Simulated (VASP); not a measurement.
# GaP (Fm-3m) in VASP: a series of runs

One crystal, GaP, is run at these levels: PBE, LDA; tasks: single point.

Everything below comes from runs of VASP 6.6.1. Logs are shortened: lines on timing, memory, paths and dates and some standing lists are left out, and cuts for length are marked.

## (1) The structure

The structure is cubic, space group Fm-3m (No. 225). Conventional cell: a = 5.117 Å, b = 5.117 Å, c = 5.117 Å, α = 90.00°, β = 90.00°, γ = 90.00°. Around Ga (site symmetry m-3m) lie 6 P at 2.56 Å. P (site symmetry m-3m) is surrounded by 6 Ga at 2.56 Å.

The cell was built by a generator and needn't be a form met in nature.

## (2) Single point, PBE

The input, INCAR:

```
SYSTEM = GaP
ALGO = Normal ; EDIFF = 1E-7
ENCUT = 520 ; GGA = PE
ISIF = 2 ; ISMEAR = -1
LASPH = .True. ; LCHARG = .True.
LELF = .True. ; LREAL = .False.
LVHAR = .True. ; LWAVE = .False.
NBANDS = 16 ; NELM = 100
PREC = Accurate ; SIGMA = 0.02
```

The input, KPOINTS:

```
k-points
0
Gamma
  8 8 8
  0 0 0
```

The input, POSCAR:

```
GaP
1.0
    0.0000000000      2.5585353464      2.5585353464
    2.5585353464      0.0000000000      2.5585353464
    2.5585353464      2.5585353464      0.0000000000
Ga P
1 1
Direct
    0.0000000000      0.0000000000      0.0000000000
    0.5000000000      0.5000000000      0.5000000000
```

Potentials or basis: VASP PAW PBE potentials, release 64 (Ga_d, P).

On the command line:

```
$ cat potpaw_PBE.64/Ga_d/POTCAR potpaw_PBE.64/P/POTCAR > POTCAR
$ mpirun -np 1 vasp_std > vasp.out
```

OUTCAR:

```text
SYSTEM = GaP
   EDIFF = 1E-7
   ENCUT = 520
   GGA = PE
   ISIF = 2
   ISMEAR = -1
   LASPH = .True.
   LREAL = .False.
   NELM = 100
   PREC = Accurate

 ion  position               nearest neighbor table
   1  0.000  0.000  0.000-   2 2.56   2 2.56   2 2.56   2 2.56   2 2.56   2 2.56
   2  0.500  0.500  0.500-   1 2.56   1 2.56   1 2.56   1 2.56   1 2.56   1 2.56

  LATTYP: Found a face centered cubic cell.
 ALAT       =     5.1170706928

  Lattice vectors:

 A1 = (   0.0000000000,   2.5585353464,   2.5585353464)
 A2 = (   2.5585353464,   0.0000000000,   2.5585353464)
 A3 = (   2.5585353464,   2.5585353464,   0.0000000000)

Analysis of symmetry for initial positions (statically):
=====================================================================
 Subroutine PRICEL returns:
 Original cell was already a primitive cell.

 Routine SETGRP: Setting up the symmetry group for a
 face centered cubic supercell.

 Subroutine GETGRP returns: Found 48 space group operations
 (whereof 48 operations were pure point group operations)
 out of a pool of 48 trial point group operations.

The static configuration has the point symmetry O_h .

Analysis of symmetry for dynamics (positions and initial velocities):
=====================================================================
 Subroutine PRICEL returns:
 Original cell was already a primitive cell.

 Routine SETGRP: Setting up the symmetry group for a
 face centered cubic supercell.

 Subroutine GETGRP returns: Found 48 space group operations
 (whereof 48 operations were pure point group operations)
 out of a pool of 48 trial point group operations.

The dynamic configuration has the point symmetry O_h .

 Subroutine INISYM returns: Found 48 space group operations
 (whereof 48 operations are pure point group operations),
 and found     1 'primitive' translations

----------------------------------------------------------------------------------------

                                     Primitive cell

  volume of cell :      33.4969

  direct lattice vectors                    reciprocal lattice vectors
     0.000000000  2.558535346  2.558535346    -0.195424308  0.195424308  0.195424308
     2.558535346  0.000000000  2.558535346     0.195424308 -0.195424308  0.195424308
     2.558535346  2.558535346  0.000000000     0.195424308  0.195424308 -0.195424308

  length of vectors
     3.618315387  3.618315387  3.618315387     0.338484831  0.338484831  0.338484831

  position of ions in fractional coordinates (direct lattice)
     0.000000000  0.000000000  0.000000000
     0.500000000  0.500000000  0.500000000

  ion indices of the primitive-cell ions
   primitive index   ion index
                 1           1
                 2           2

----------------------------------------------------------------------------------------

 KPOINTS: k-points

Automatic generation of k-mesh.
 Grid dimensions read from file:
 generate k-points for:    8    8    8

 Generating k-lattice:

  Cartesian coordinates                     Fractional coordinates (reciprocal lattice)
    -0.024428039  0.024428039  0.024428039     0.125000000  0.000000000  0.000000000
     0.024428039 -0.024428039  0.024428039     0.000000000  0.125000000  0.000000000
     0.024428039  0.024428039 -0.024428039     0.000000000  0.000000000  0.125000000

  Length of vectors
     0.042310604  0.042310604  0.042310604

  Shift w.r.t. Gamma in fractional coordinates (k-lattice)
     0.000000000  0.000000000  0.000000000

 Subroutine IBZKPT returns following result:
 ===========================================

 Found     29 irreducible k-points:

 Following reciprocal coordinates:
            Coordinates               Weight
  0.000000  0.000000  0.000000      1.000000
  0.125000  0.000000  0.000000      8.000000
  0.250000  0.000000  0.000000      8.000000
  0.375000  0.000000  0.000000      8.000000
  0.500000  0.000000  0.000000      4.000000
  0.125000  0.125000  0.000000      6.000000
[... 16 lines left out ...]
  0.500000  0.250000  0.125000     48.000000
 -0.375000  0.250000  0.125000     24.000000
 [... further k-points ...]
   k-points           NKPTS =     29   k-points in BZ     NKDIM =     29   number of bands    NBANDS=     16
   number of dos      NEDOS =    301   number of ions     NIONS =      2
   total plane-waves  NPLWV =  21952
   dimension x,y,z NGX =    28 NGY =   28 NGZ =   28
   dimension x,y,z NGXF=    56 NGYF=   56 NGZF=   56
   ions per type =               1   1
   NGX,Y,Z   is equivalent  to a cutoff of  12.86, 12.86, 12.86 a.u.
   NGXF,Y,Z  is equivalent  to a cutoff of  25.73, 25.73, 25.73 a.u.
 SYSTEM =  GaP
   PREC   = accura    normal or accurate (medium, high low for compatibility)
   ISTART =      0    job   : 0-new  1-cont  2-samecut
   ICHARG =      2    charge: 1-file 2-atom 10-const
   ISPIN  =      1    spin polarized calculation?
   LNONCOLLINEAR =      F non collinear calculations
   LSORBIT =      F    spin-orbit coupling
   LASPH  =      T    aspherical Exc in radial PAW
   ENCUT  =  520.0 eV  38.22 Ry    6.18 a.u.   6.73  6.73  6.73*2*pi/ulx,y,z
   NELM   =    100;   NELMIN=  2; NELMDL= -5     # of ELM steps
   EDIFF  = 0.1E-06   stopping-criterion for ELM
   LREAL  =      F    real-space projection
   EDIFFG = 0.1E-05   stopping-criterion for IOM
   NSW    =      0    number of steps for IOM
   IBRION =     -1    ionic relax: 0-MD 1-quasi-New 2-CG
   NFREE  =      0    steps in history (QN), initial steepest desc. (CG)
   ISIF   =      2    stress and relaxation
   ISYM   =      2    0-nonsym 1-usesym 2-fastsym
   POTIM  = 0.5000    time-step for ionic-motion
   TEBEG  =    0.0;   TEEND  =   0.0 temperature during run
   PSTRESS=    0.0 pullay stress
   NELECT =      18.0000    total number of electrons
   NUPDOWN=      -1.0000    fix difference up-down
   EMIN   =  10.00;   EMAX   =-10.00  energy-range for DOS
   EFERMI =   0.00;   METHOD = LEGACY
   ISMEAR =    -1;   SIGMA  =   0.02  broadening in eV -4-tet -1-fermi 0-gaus
   EFERMI_NEDOS =   21; number of points for ismear=-14 and -15
   IALGO  =     38    algorithm
   IMIX   =      4    mixing-type and parameters
     AMIX     =   0.40;   BMIX     =  1.00
     AMIX_MAG =   1.60;   BMIX_MAG =  1.00
  volume/ion in A,a.u.               =      16.75       113.02
  Fermi-wavevector in a.u.,A,eV,Ry     =   1.330958  2.515145 24.102018  1.771448
  Thomas-Fermi vector in A             =   2.460005
   LORBIT       =      0    0 simple, 1 ext, 2 COOP (PROOUT), +10 PAW based schemes
   GGA     = PE    functional components
   LHFCALC =     F    Hartree Fock is set to
   AEXX    =    0.0000 exact exchange contribution
   IVDW    =     0    specifies the selected vdW correction
   LEPSILON=     F    determine dielectric tensor
   LRPA    =     F    only Hartree local field effects (RPA)
 non-spin polarized calculation
  energy-cutoff  :      520.00
  volume of cell :       33.50
 maximum number of plane-waves:       934
   NGX = 13   NGY = 13   NGZ = 13

 number of electron      17.9999996 magnetization

 Free energy of the ion-electron system (eV)
  ---------------------------------------------------
  ext. energy  EPLUGINS =         0.00000000
  ---------------------------------------------------
  free energy    TOTEN  =        -8.29930399 eV

  energy without entropy =       -8.29603710  energy(sigma->0) =       -8.29767055

 E-fermi :   6.6744     XC(G=0): -11.0838

 val. band max:        6.6659899601   @ k =   0.2500   0.0000   0.0000
 cond. band min:       6.6825606035   @ k =   0.0000   0.0000   0.0000
 fundamental gap:      0.0165706434
 Fermi energy:         6.6743995953

 k-point     1 :       0.0000    0.0000    0.0000
  band No.  band energies     occupation
      1      -7.9854      2.00000
      2      -7.9854      2.00000
      3      -7.9595      2.00000
      4      -7.9595      2.00000
      5      -7.9595      2.00000
      6      -6.7059      2.00000
[... 8 lines left out ...]
     15      15.4863      0.00000
     16      15.4863      0.00000

 k-point     2 :       0.1250    0.0000    0.0000
  band No.  band energies     occupation
      1      -7.9901      2.00000
      2      -7.9901      2.00000
      3      -7.9606      2.00000
      4      -7.9533      2.00000
      5      -7.9533      2.00000
      6      -6.4666      2.00000
[... 8 lines left out ...]
     15      14.5070      0.00000
     16      15.3435      0.00000

 k-point     3 :       0.2500    0.0000    0.0000
  band No.  band energies     occupation
      1      -8.0045      2.00000
      2      -8.0045      2.00000
      3      -7.9654      2.00000
      4      -7.9353      2.00000
      5      -7.9353      2.00000
      6      -5.7619      2.00000
[... 8 lines left out ...]
     15      15.8013      0.00000
     16      15.8320      0.00000

 k-point     4 :       0.3750    0.0000    0.0000
  band No.  band energies     occupation
      1      -8.0197      2.00000
      2      -8.0197      2.00000
      3      -7.9717      2.00000
      4      -7.9163      2.00000
      5      -7.9163      2.00000
      6      -4.6808      2.00000
[... 8 lines left out ...]
     15      17.8213      0.00000
     16      17.8213      0.00000

 k-point     5 :       0.5000    0.0000    0.0000
  band No.  band energies     occupation
      1      -8.0261      2.00000
      2      -8.0261      2.00000
      3      -7.9746      2.00000
      4      -7.9083      2.00000
      5      -7.9083      2.00000
      6      -3.8585      2.00000
[... 8 lines left out ...]
     15      19.4419      0.00000
     16      19.6963      0.00000

 k-point     6 :       0.1250    0.1250    0.0000
  band No.  band energies     occupation
      1      -8.0056      2.00000
      2      -7.9810      2.00000
      3      -7.9650      2.00000
      4      -7.9499      2.00000
      5      -7.9499      2.00000
      6      -6.3815      2.00000
[... 8 lines left out ...]
     15      16.5058      0.00000
     16      16.5059      0.00000

 k-point     7 :       0.2500    0.1250    0.0000
  band No.  band energies     occupation
      1      -8.0300      2.00000
      2      -7.9856      2.00000
      3      -7.9677      2.00000
      4      -7.9402      2.00000
      5      -7.9336      2.00000
      6      -5.8209      2.00000
[... 8 lines left out ...]
     15      16.8083      0.00000
     16      17.1420      0.00000

 k-point     8 :       0.3750    0.1250    0.0000
  band No.  band energies     occupation
      1      -8.0481      2.00000
      2      -8.0009      2.00000
      3      -7.9677      2.00000
      4      -7.9294      2.00000
      5      -7.9144      2.00000
      6      -4.8444      2.00000
[... 8 lines left out ...]
     15      18.5908      0.00000
     16      18.8185      0.00000

 k-point     9 :       0.5000    0.1250    0.0000
  band No.  band energies     occupation
      1      -8.0520      2.00000
      2      -8.0150      2.00000
      3      -7.9676      2.00000
      4      -7.9198      2.00000
      5      -7.9064      2.00000
      6      -3.7772      2.00000
[... 8 lines left out ...]
     15      19.5981      0.00000
     16      20.7842      0.00000
[... 172 lines left out ...]
 k-point    19 :       0.5000    0.3750    0.0000
  band No.  band energies     occupation
      1      -8.1869      2.00000
      2      -7.9889      2.00000
      3      -7.9644      2.00000
      4      -7.8977      2.00000
      5      -7.8925      2.00000
      6      -3.0197      2.00000
[... 8 lines left out ...]
     15      20.7814      0.00000
     16      21.4934      0.00000

 k-point    20 :      -0.3750    0.3750    0.0000
  band No.  band energies     occupation
      1      -8.1549      2.00000
      2      -7.9815      2.00000
      3      -7.9719      2.00000
      4      -7.9128      2.00000
      5      -7.8969      2.00000
      6      -2.6577      2.00000
[... 8 lines left out ...]
     15      19.1904      0.00000
     16      21.4467      0.00000

 k-point    21 :       0.5000    0.5000    0.0000
  band No.  band energies     occupation
      1      -8.2140      2.00000
      2      -7.9971      2.00000
      3      -7.9553      2.00000
      4      -7.8879      2.00000
      5      -7.8879      2.00000
      6      -2.7200      2.00000
[... 8 lines left out ...]
     15      19.4634      0.00000
     16      21.6666      0.00000

 k-point    22 :       0.3750    0.2500    0.1250
  band No.  band energies     occupation
      1      -8.0614      2.00000
      2      -7.9893      2.00000
      3      -7.9689      2.00000
      4      -7.9259      2.00000
      5      -7.9258      2.00000
      6      -5.1119      2.00000
[... 8 lines left out ...]
     15      18.4571      0.00000
     16      19.1721      0.00000

 k-point    23 :       0.5000    0.2500    0.1250
  band No.  band energies     occupation
      1      -8.0813      2.00000
      2      -8.0010      2.00000
      3      -7.9621      2.00000
      4      -7.9274      2.00000
      5      -7.9098      2.00000
      6      -4.0531      2.00000
[... 8 lines left out ...]
     15      18.9093      0.00000
     16      20.3486      0.00000

 k-point    24 :      -0.3750    0.2500    0.1250
  band No.  band energies     occupation
      1      -8.0878      2.00000
      2      -8.0071      2.00000
      3      -7.9561      2.00000
      4      -7.9309      2.00000
      5      -7.9032      2.00000
      6      -3.2803      2.00000
[... 8 lines left out ...]
     15      17.6715      0.00000
     16      20.9742      0.00000

 [... further k-points ...]

------------------------ aborting loop because EDIFF is reached ----------------------------------------

  FORCE on cell =-STRESS in cart. coord.  units (eV):
  Direction    XX          YY          ZZ          XY          YZ          ZX
  --------------------------------------------------------------------------------------
  -------------------------------------------------------------------------------------
  Total        0.5087942      0.5087942      0.5087942     -0.0000000     -0.0000000     -0.0000000
  in kB       24.3359582     24.3359582     24.3359582     -0.0000000     -0.0000000     -0.0000000
  external PRESSURE =      24.3359582 kB  Pullay stress =       0.0000000 kB

 VOLUME and BASIS-vectors are now :
 -----------------------------------------------------------------------------
  energy-cutoff  :      520.00
  volume of cell :       33.50
      direct lattice vectors                 reciprocal lattice vectors
     0.000000000  2.558535346  2.558535346    -0.195424308  0.195424308  0.195424308
     2.558535346  0.000000000  2.558535346     0.195424308 -0.195424308  0.195424308
     2.558535346  2.558535346  0.000000000     0.195424308  0.195424308 -0.195424308

 POSITION                                       TOTAL-FORCE (eV/Angst)
 -----------------------------------------------------------------------------------
      0.00000      0.00000      0.00000        -0.000000      0.000000     -0.000000
      2.55854      2.55854      2.55854         0.000000     -0.000000      0.000000
 -----------------------------------------------------------------------------------
    total drift:                               -0.000000      0.000000      0.000000

  FREE ENERGIE OF THE ION-ELECTRON SYSTEM (eV)
  ---------------------------------------------------
  free  energy   TOTEN  =        -8.2993039918 eV

  energy  without entropy=       -8.2960371029  energy(sigma->0) =       -8.29767055
```

Run time: 11 s. Hardware: 1 thread of Intel Xeon 6975P-C (Granite Rapids), shared host; peak memory 0.15 GiB.

What came out:

```yaml
Free_energy: -8.2993 eV
Pressure: 2.4 GPa
Band_gap_on_the_k_mesh: none (metal or under the smearing width)
```

## (3) Single point, LDA

The input, INCAR:

```
SYSTEM = GaP
PREC = Accurate ; ENCUT = 520
EDIFF = 1E-6 ; ISMEAR = -1
SIGMA = 0.02 ; LREAL = .FALSE.
LASPH = .TRUE. ; NELM = 100
ALGO = Fast ; ISIF = 2
LWAVE = .FALSE. ; LCHARG = .FALSE.
GGA = CA ; NBANDS = 16
```

The input, KPOINTS:

```
regular mesh
0
G
  8 8 8
  0 0 0
```

POSCAR is that of step 2.

Potentials or basis: VASP PAW LDA potentials, release 64 (Ga_d, P).

On the command line:

```
$ cat potpaw_LDA.64/Ga_d/POTCAR potpaw_LDA.64/P/POTCAR > POTCAR
$ mpirun -np 1 vasp_std > vasp.out
```

Run time: 9.2 s. Hardware: 1 thread of Intel Xeon 6975P-C (Granite Rapids), shared host; peak memory 0.14 GiB.

The run converged. Its results:

```
Free energy            : -9.7388 eV
Pressure               : -3.5 GPa
Band gap on the k mesh : none (metal or under the smearing width)
```

Levels at points of the mesh, in eV from the Fermi level:
| k point | band 5 | band 6 | band 7 | band 8 | band 9 | band 10 | band 11 | band 12 | band 13 | band 14 |
| --- | --- | --- | --- | --- | --- | --- | --- | --- | --- | --- |
| (0.00, 0.00, 0.00) | -14.76 | -13.38 | 0.00 | 0.00 | 0.00 | 1.54 | 7.11 | 7.11 | 7.11 | 8.64 |
| (0.50, 0.00, 0.00) | -14.71 | -10.50 | -7.99 | 0.20 | 0.20 | 2.96 | 2.96 | 3.11 | 5.23 | 12.78 |
| (0.50, 0.50, 0.00) | -14.69 | -9.37 | -5.99 | -3.22 | -2.73 | -2.73 | 3.33 | 10.97 | 10.97 | 12.43 |
